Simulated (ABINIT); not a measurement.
Li:

```
Li
1.0
    -1.75465    1.75465    1.75465
     1.75465   -1.75465    1.75465
     1.75465    1.75465   -1.75465
Li
1
Direct
  0.00000 0.00000 0.00000
```

Program: ABINIT 10.8.3 (patched build). Alike in all runs: no spin polarisation; cell as given; smearing fermi-dirac 0.05 eV. Hardware: 1 thread of Arm Neoverse V2, on a shared host.

Task: Order these runs on this cell by their wall time, lowest first.
A. task single point; level LDA; potentials or basis JTH PAW LDA v2.0; k mesh 4 × 4 × 4; cutoff (eV) 408; fine-grid cutoff 816.342 eV; mesh quality coarse
B. task band structure; level RPBE; potentials or basis JTH PAW PBE v2.0; k mesh 11 × 11 × 11; cutoff (eV) 408; fine-grid cutoff 816.342 eV; mesh quality not flagged
C. task band structure; level TB-mBJ; potentials or basis JTH PAW LDA v2.0; k mesh 11 × 11 × 11; cutoff (eV) 490; fine-grid cutoff 979.61 eV; mesh quality not flagged
D. task band structure; level PBEsol; potentials or basis PseudoDojo NC SR PBEsol v0.4.1 standard; k mesh 11 × 11 × 11; cutoff (eV) 1007; mesh quality not flagged
E. task single point; level r2SCAN; potentials or basis JTH PAW PBE v2.0; k mesh 14 × 14 × 14; cutoff (eV) 490; fine-grid cutoff 979.61 eV; mesh quality not flagged

Result: A (0.92 s), B (4.4 s), D (10 s), E (21 s), C (61 s).

Caveats: some runs use coarse meshes.
